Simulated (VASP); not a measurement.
# SrO (Fm-3m) in VASP: notebook

One crystal, SrO, is run at these levels: LDA; tasks: relaxation of cell and atoms, electrostatic potential.

Program: VASP 6.6.1. These are calculated values, not measurements. Logs are shortened: lines on timing, memory, paths and dates and some standing lists are left out, and cuts for length are marked.

### Step 1. Starting point

Symmetry: Fm-3m, No. 225, cubic system. The conventional cell has a = 5.130 Å, b = 5.130 Å, c = 5.130 Å, α = 90.00°, β = 90.00°, γ = 90.00°. Sr (site symmetry m-3m) is surrounded by 6 O at 2.56 Å. O (site symmetry m-3m) is surrounded by 6 Sr at 2.56 Å.

The cell was built by a generator and needn't be a form met in nature.

### Step 2. Relaxation of cell and atoms, LDA

INCAR

```
PREC = Accurate ; ENCUT = 600
EDIFF = 1E-7 ; ISMEAR = 0
SIGMA = 0.02 ; LREAL = F
LASPH = T ; NELM = 120
ALGO = Normal ; ISIF = 3
LWAVE = F ; LCHARG = F
GGA = CA ; IBRION = 2
NSW = 60 ; EDIFFG = -0.005
```

KPOINTS

```
Automatic mesh
0
Gamma
  10 10 10
```

POSCAR

```
SrO
1.0
    0.0000000000      2.5650000000      2.5650000000
    2.5650000000      0.0000000000      2.5650000000
    2.5650000000      2.5650000000      0.0000000000
Sr O
1 1
Direct
    0.0000000000      0.0000000000      0.0000000000
    0.5000000000      0.5000000000      0.5000000000
```

Potentials or basis: VASP PAW LDA potentials, release 64 (Sr_sv, O).

Launch:

```console
$ cat potpaw_LDA.64/Sr_sv/POTCAR potpaw_LDA.64/O/POTCAR > POTCAR
$ mpirun -np 1 vasp_std > vasp.out
```

OUTCAR:

```text
PREC = Accurate
   ENCUT = 600
   EDIFF = 1E-7
   ISMEAR = 0
   LREAL = F
   LASPH = T
   NELM = 120
   ISIF = 3
   GGA = CA
   IBRION = 2
   NSW = 60
   EDIFFG = -0.005

 ion  position               nearest neighbor table
   1  0.000  0.000  0.000-   2 2.56   2 2.56   2 2.56   2 2.56   2 2.56   2 2.56
   2  0.500  0.500  0.500-   1 2.56   1 2.56   1 2.56   1 2.56   1 2.56   1 2.56

  LATTYP: Found a face centered cubic cell.
 ALAT       =     5.1300000000

  Lattice vectors:

 A1 = (   0.0000000000,   2.5650000000,   2.5650000000)
 A2 = (   2.5650000000,   0.0000000000,   2.5650000000)
 A3 = (   2.5650000000,   2.5650000000,   0.0000000000)

Analysis of symmetry for initial positions (statically):
=====================================================================
 Subroutine PRICEL returns:
 Original cell was already a primitive cell.

 Routine SETGRP: Setting up the symmetry group for a
 face centered cubic supercell.

 Subroutine GETGRP returns: Found 48 space group operations
 (whereof 48 operations were pure point group operations)
 out of a pool of 48 trial point group operations.

The static configuration has the point symmetry O_h .

Analysis of symmetry for dynamics (positions and initial velocities):
=====================================================================
 Subroutine PRICEL returns:
 Original cell was already a primitive cell.

 Routine SETGRP: Setting up the symmetry group for a
 face centered cubic supercell.

 Subroutine GETGRP returns: Found 48 space group operations
 (whereof 48 operations were pure point group operations)
 out of a pool of 48 trial point group operations.

The dynamic configuration has the point symmetry O_h .

 Subroutine INISYM returns: Found 48 space group operations
 (whereof 48 operations are pure point group operations),
 and found     1 'primitive' translations

----------------------------------------------------------------------------------------

                                     Primitive cell

  volume of cell :      33.7514

  direct lattice vectors                    reciprocal lattice vectors
     0.000000000  2.565000000  2.565000000    -0.194931774  0.194931774  0.194931774
     2.565000000  0.000000000  2.565000000     0.194931774 -0.194931774  0.194931774
     2.565000000  2.565000000  0.000000000     0.194931774  0.194931774 -0.194931774

  length of vectors
     3.627457787  3.627457787  3.627457787     0.337631736  0.337631736  0.337631736

  position of ions in fractional coordinates (direct lattice)
     0.000000000  0.000000000  0.000000000
[... 98 lines left out ...]
     AMIX_MAG =   1.60;   BMIX_MAG =  1.00
  volume/ion in A,a.u.               =      16.88       113.88
  Fermi-wavevector in a.u.,A,eV,Ry     =   1.276490  2.412217 22.169701  1.629427
  Thomas-Fermi vector in A             =   2.409143
   LORBIT       =      0    0 simple, 1 ext, 2 COOP (PROOUT), +10 PAW based schemes
   GGA     = CA    functional components
   LHFCALC =     F    Hartree Fock is set to
   AEXX    =    0.0000 exact exchange contribution
   IVDW    =     0    specifies the selected vdW correction
   LEPSILON=     F    determine dielectric tensor
   LRPA    =     F    only Hartree local field effects (RPA)
 conjugate gradient relaxation of ions
 non-spin polarized calculation
 Gauss-broadening in eV      SIGMA  =   0.02
  energy-cutoff  :      600.00
  volume of cell :       33.75
 maximum number of plane-waves:      1158
 NGX is ok and might be reduce to    30
   NGX = 15   NGY = 15   NGZ = 15

--------------------------------------- Ionic step        1  -------------------------------------------

 number of electron      15.9999997 magnetization

 Free energy of the ion-electron system (eV)
  ---------------------------------------------------
  ext. energy  EPLUGINS =         0.00000000
  ---------------------------------------------------
  free energy    TOTEN  =       -13.38041019 eV

  energy without entropy =      -13.38041019  energy(sigma->0) =      -13.38041019

------------------------ aborting loop because EDIFF is reached ----------------------------------------

  FORCE on cell =-STRESS in cart. coord.  units (eV):
  Direction    XX          YY          ZZ          XY          YZ          ZX
  --------------------------------------------------------------------------------------
  -------------------------------------------------------------------------------------
  Total       -0.6504047     -0.6504047     -0.6504047     -0.0000000      0.0000000     -0.0000000
  in kB      -30.8746556    -30.8746556    -30.8746556     -0.0000000      0.0000000     -0.0000000
  external PRESSURE =     -30.8746556 kB  Pullay stress =       0.0000000 kB
[... 59 lines left out ...]
--------------------------------------- Ionic step        3  -------------------------------------------

 number of electron      15.9999998 magnetization

 Free energy of the ion-electron system (eV)
  ---------------------------------------------------
  ext. energy  EPLUGINS =         0.00000000
  ---------------------------------------------------
  free energy    TOTEN  =       -13.39096928 eV

  energy without entropy =      -13.39096928  energy(sigma->0) =      -13.39096928

 E-fermi :   1.6938     XC(G=0): -10.7116

 val. band max:        1.5357769758   @ k =   0.0000   0.0000   0.0000
 cond. band min:       4.6036946054   @ k =   0.5000   0.5000   0.0000
 fundamental gap:      3.0679176295
 Fermi energy:         1.6937542360

 k-point     1 :       0.0000    0.0000    0.0000
  band No.  band energies     occupation
      1     -30.4204      2.00000
      2     -13.2735      2.00000
      3     -12.1014      2.00000
      4     -12.1014      2.00000
      5     -12.1014      2.00000
      6       1.5358      2.00000
      7       1.5358      2.00000
      8       1.5358      2.00000
      9       5.6194      0.00000
     10       7.7215      0.00000
     11       7.7215      0.00000
     12       7.7215      0.00000
[... 331 lines left out ...]
 k-point    24 :       0.4000    0.3000    0.0000
  band No.  band energies     occupation
      1     -30.2411      2.00000
      2     -14.1315      2.00000
      3     -12.5161      2.00000
      4     -12.4309      2.00000
      5     -11.8779      2.00000
      6       0.4620      2.00000
      7       1.2305      2.00000
      8       1.3122      2.00000
      9       5.3208      0.00000
     10       8.8967      0.00000
     11      11.2751      0.00000
     12      11.4558      0.00000

 [... further k-points ...]
[... 5 lines left out ...]
  --------------------------------------------------------------------------------------
  -------------------------------------------------------------------------------------
  Total        0.0000777      0.0000777      0.0000777     -0.0000000     -0.0000000      0.0000000
  in kB        0.0038080      0.0038080      0.0038080     -0.0000000     -0.0000000      0.0000000
  external PRESSURE =       0.0038080 kB  Pullay stress =       0.0000000 kB
[... 17 lines left out ...]
  FREE ENERGIE OF THE ION-ELECTRON SYSTEM (eV)
  ---------------------------------------------------
  free  energy   TOTEN  =       -13.3909692835 eV

  energy  without entropy=      -13.3909692835  energy(sigma->0) =      -13.39096928

 reached required accuracy - stopping structural energy minimisation
```

OSZICAR:

```text
N       E                     dE             d eps       ncg     rms          rms(c)
DAV:   1     0.856091625532E+02    0.85609E+02   -0.94835E+03  1128   0.145E+03
[... 27 lines left out ...]
DAV:   2    -0.133959329407E+02    0.21496E-01   -0.95424E-02  1252   0.277E+00    0.444E-01
DAV:   3    -0.133913662677E+02    0.45667E-02   -0.10989E-02  1480   0.117E+00    0.532E-01
DAV:   4    -0.133906460876E+02    0.72018E-03   -0.49203E-03  1744   0.551E-01    0.388E-01
DAV:   5    -0.133908926156E+02   -0.24653E-03   -0.29102E-04  1588   0.147E-01    0.131E-01
DAV:   6    -0.133909696814E+02   -0.77066E-04   -0.40168E-04  1816   0.136E-01    0.192E-02
DAV:   7    -0.133909692764E+02    0.40493E-06   -0.33015E-06  1252   0.210E-02    0.764E-03
DAV:   8    -0.133909692835E+02   -0.70390E-08   -0.68749E-07  1680   0.622E-03
   3 F= -.13390969E+02 E0= -.13390969E+02  d E =-.105591E-01
```

It took 40 s on 1 thread of Intel Xeon Platinum 8488C (Sapphire Rapids), shared host; peak memory 0.18 GiB.

What came out:

| Item | Value |
| --- | --- |
| Free energy | -13.3910 eV |
| Relaxed volume | 16.34 Å³/atom |
| Relaxed cell | a = 3.589 Å, b = 3.589 Å, c = 3.589 Å, α = 60.00°, β = 60.00°, γ = 60.00° |
| Space group after relaxing (to 0.05 Å) | Fm-3m (No. 225) |
| Energy gained by relaxing | 5.3 meV/atom |
| Ionic steps | 3 |
| Pressure after relaxing | 0.0 GPa |
| Band gap on the k mesh | 3.07 eV, indirect (least direct gap 3.12 eV) |

Step by step:
| step | energy change (eV) | largest force (eV/Å) | pressure (GPa) | volume (Å³) |
| --- | --- | --- | --- | --- |
| 1 | 0.0000 | 0.0000 | -3.09 | 33.75 |
| 2 | -0.0080 | 0.0000 | 1.67 | 32.19 |
| 3 | -0.0106 | 0.0000 | 0.00 | 32.69 |

Final structure:
```xyz
2
Lattice="0.0000 2.5378 2.5378 2.5378 0.0000 2.5378 2.5378 2.5378 0.0000" Properties=species:S:1:pos:R:3 pbc="T T T"
Sr    0.0000    0.0000    0.0000
O     2.5378    2.5378    2.5378
```

A k mesh can miss the band edges. As with any semilocal functional, this LDA gap is likely too small.

### Step 3. Electrostatic potential, LDA

This run uses another cell than the first one, of 16.34 Å³/atom, 0.969 times its volume.

INCAR

```
ALGO     = Normal         # electronic algorithm
EDIFF    = 1E-7           # SCF threshold, eV
ENCUT    = 520            # plane-wave cutoff, eV
GGA      = CA             # functional
ISIF     = 2              # what is computed and relaxed
ISMEAR   = 0              # smearing method
LASPH    = True           # aspherical terms in the spheres
LCHARG   = True           # write CHGCAR
LREAL    = False          # projectors in reciprocal space
LVHAR    = True         
LWAVE    = False          # write WAVECAR
NELM     = 80             # most SCF steps
PREC     = Accurate       # precision mode
SIGMA    = 0.02           # smearing width, eV
```

KPOINTS

```
k-points
0
Gamma
  10 10 10
```

POSCAR

```
SrO                                     
1.0
   -0.0000000000      2.5377993194      2.5377993194
    2.5377993194      0.0000000000      2.5377993194
    2.5377993194      2.5377993194      0.0000000000
  Sr              O             
     1     1
Direct
     0.0000000000000000    0.0000000000000000    0.0000000000000000
     0.5000000000000000    0.5000000000000000    0.5000000000000000
```

Potentials or basis: VASP PAW LDA potentials, release 64 (Sr_sv, O).

Launch:

```console
$ cat potpaw_LDA.64/Sr_sv/POTCAR potpaw_LDA.64/O/POTCAR > POTCAR
$ mpirun -np 1 vasp_std > vasp.out
```

It took 12 s on 1 thread of Intel Xeon Platinum 8488C (Sapphire Rapids), shared host; peak memory 0.15 GiB.

The run converged. Its results:

```yaml
Free_energy: -13.3876 eV
Pressure: 0.1 GPa
Band_gap_on_the_k_mesh: 3.07 eV, indirect (least direct gap 3.12 eV)
```

Levels at points of the mesh, in eV from the valence-band top:
```
           k point  band 5  band 6  band 7  band 8  band 9  band 10  band 11  band 12
(0.00, 0.00, 0.00)  -13.64    0.00    0.00    0.00    4.08     6.18     6.18     6.18
(0.50, 0.00, 0.00)  -12.32   -2.32   -1.24   -1.24    6.61     8.58     9.03     9.03
(0.50, 0.50, 0.00)  -14.07   -0.35   -0.05   -0.05    3.07     8.06    10.45    10.52
```

A k mesh can miss the band edges. Expect the measured gap to be larger: semilocal functionals such as LDA lack the derivative discontinuity.
